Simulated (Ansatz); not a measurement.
Re:

```
Re
1.0
     2.76639    0.00000    0.00000
    -1.38319    2.39576    0.00000
     0.00000    0.00000    8.93885
Re
4
Direct
  0.66667 0.33333 0.75000
  0.00000 0.00000 0.50000
  0.33333 0.66667 0.25000
  0.00000 0.00000 0.00000
```

```yaml
Program: Ansatz 0.2.0
Task: relaxation of cell and atoms
Functional: revPBE
Dispersion: D3(BJ)
Potentials_or_basis: Ansatz PAW
Cutoff: "420 eV (not typed: the program's choice for these potentials)"
k_mesh: 11 × 11 × 3
Occupations: fermi-dirac, width 0.05 eV
Spin: no spin polarisation
```

At the start: volume 14.81 Å³/atom.

Question: How do energy, volume and symmetry change on relaxing?

Answer: It ends after 4 steps and the volume is 14.53 Å³/atom (-1.9 %); space group P6_3/mmc (No. 194, to 0.05 Å).

Step by step:
| step | energy change (eV) | largest force (eV/Å) | volume (Å³) |
| --- | --- | --- | --- |
| 1 | 0.0000 | 0.0000 | 59.24 |
| 2 | -0.0259 | 0.0000 | 58.23 |
| 3 | -0.0262 | 0.0000 | 58.13 |
| 4 | -0.0249 | 0.0000 | 58.13 |

Final structure:
```
Re
1.0
     2.74802    0.00000    0.00000
    -1.37401    2.37985    0.00000
     0.00000    0.00000    8.88875
Re
4
Direct
  0.66667 0.33333 0.75000
  0.00000 0.00000 0.50000
  0.33333 0.66667 0.25000
  0.00000 0.00000 0.00000
```

Caveat: the plane-wave basis is chosen anew once the cell has moved, so the energies of steps on either side of that aren't comparable; the PAW data sets come from PBE, with cores solved anew for the run's functional, which leaves a small shift of forces and pressure.
